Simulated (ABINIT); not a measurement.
Runs of ABINIT 10.8.3 (patched build) on GaP. The structure is cubic, space group F-43m (No. 216). The conventional cell has a = 5.451 Å, b = 5.451 Å, c = 5.451 Å, α = 90.00°, β = 90.00°, γ = 90.00°. Around Ga (site symmetry -43m) lie 4 P at 2.36 Å. P (site symmetry -43m) has 4 Ga at 2.36 Å as nearest neighbours. 

| task | level | potentials or basis | spin | k mesh | cutoff (eV) | fine-grid cutoff | gap on the mesh (eV) | pressure (GPa) | V0 of scaled cells (Å³/atom) | B0 (GPa) |
| --- | --- | --- | --- | --- | --- | --- | --- | --- | --- | --- |
| band structure | rPW86PBE | JTH PAW PBE v2.0 | off | 8 × 8 × 8 | 544 | 1088.46 eV | 1.66 | 5.0 | - | - |
| band structure | LDA-PZ | JTH PAW LDA v2.0 | off | 8 × 8 × 8 | 544 | 1088.46 eV | 1.49 | -2.7 | - | - |
| equation of state | revPBE | JTH PAW PBE v2.0 | off | 8 × 8 × 8 | 544 | 1088.46 eV | - | - | 21.29 | 73 |
| band structure | WC | PseudoDojo NC SR PBEsol v0.4.1 standard | off | 8 × 8 × 8 | 1088 | - | (a) | -0.4 | - | - |
| band structure | LDA-Teter | PseudoDojo NC SR LDA v0.4.1 standard | off | 8 × 8 × 8 | 1088 | - | 1.50 | -2.8 | - | - |
| equation of state | LDA-PZ | JTH PAW LDA v2.0 | off | 8 × 8 × 8 | 544 | 1088.46 eV | - | - | 19.60 | 90 |
| band structure | LDA-Teter | JTH PAW LDA v2.0 | SOC, no magnetisation | 8 × 8 × 8 | 544 | 1088.46 eV | 1.46 | -2.7 | - | - |
| band structure | PW91 | JTH PAW PBE v2.0 | off | 8 × 8 × 8 | 544 | 1088.46 eV | 1.64 | (c) | - | - |
| band structure | LDA-VWN | JTH PAW LDA v2.0 | SOC, no magnetisation | 8 × 8 × 8 | 544 | 1088.46 eV | 1.46 | -2.8 | - | - |
| single point | r2SCAN | JTH PAW PBE v2.0 | off | 10 × 10 × 10 | 653 | 1251.72 eV | 1.88 | (d) | - | - |
| band structure | BLYP | PseudoDojo NC SR PBE v0.4.1 standard | off | 8 × 8 × 8 | 1088 | - | 1.66 | (b) | - | - |
| band structure | LDA | PseudoDojo NC SR LDA v0.4.1 standard | off | 8 × 8 × 8 | 1088 | - | 1.50 | -2.9 | - | - |

Alike in all rows: cell as given; smearing fermi-dirac 0.05 eV.

Problem. Estimate the missing entries.

Solution. (a) 1.51; (b) 6.1; (c) 2.3; (d) -0.2.

Caveats: the PAW data sets were made with another functional, which shifts forces and pressure a little (some runs); pressures at fixed basis lie under the slope of the energies (some runs); the potentials were made for another functional, which shifts forces and pressure (some runs).

A k mesh can miss the band edges, and rows without SOC leave out spin-orbit coupling on Ga.

Runs at the PBE level aren't shown here.
